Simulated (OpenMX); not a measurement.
Crystal: Co.

```xyz
4
Lattice="2.4706 0.0000 0.0000 -1.2353 2.1396 0.0000 0.0000 0.0000 8.0882" Properties=species:S:1:pos:R:3 pbc="T T T"
Co    1.2353    0.7132    6.0662
Co    0.0000    0.0000    4.0441
Co    0.0000    1.4264    2.0221
Co    0.0000    0.0000    0.0000
```

Base run:

```yaml
Program: OpenMX 3.8.5
Functional: PBE
Potentials_or_basis: OpenMX 2013 PBE set, Co6.0H-s2p2d1, grid cutoff 500 Ry
k_mesh: 13 × 13 × 5
Occupations: fermi-dirac, width 0.05 eV
Spin: collinear spin, ferromagnetic start
Starting_moments: "[2.0, 2.0, 2.0, 2.0] μB"
```

Its results: pressure 8.1 GPa; net moment 6.48 μB per cell; site moments Co +1.62 μB; largest force 0.038 eV/Å.

Q: The run is repeated on the same cell with these changes: potentials or basis from OpenMX 2013 PBE set, Co6.0H-s2p2d1, grid cutoff 500 Ry to OpenMX 2013 PBE set, Co6.0H-s3p2d2, grid cutoff 500 Ry. What comes out?

A: Pressure 9.4 GPa; net moment 6.53 μB per cell; site moments Co +1.64, +1.62 μB; largest force 0.038 eV/Å.

Caveats: the basis of atomic orbitals isn't converged, which shifts pressures, moduli and gaps; the transition metal has a single d function, too few for pressures, volumes and moments (some runs).
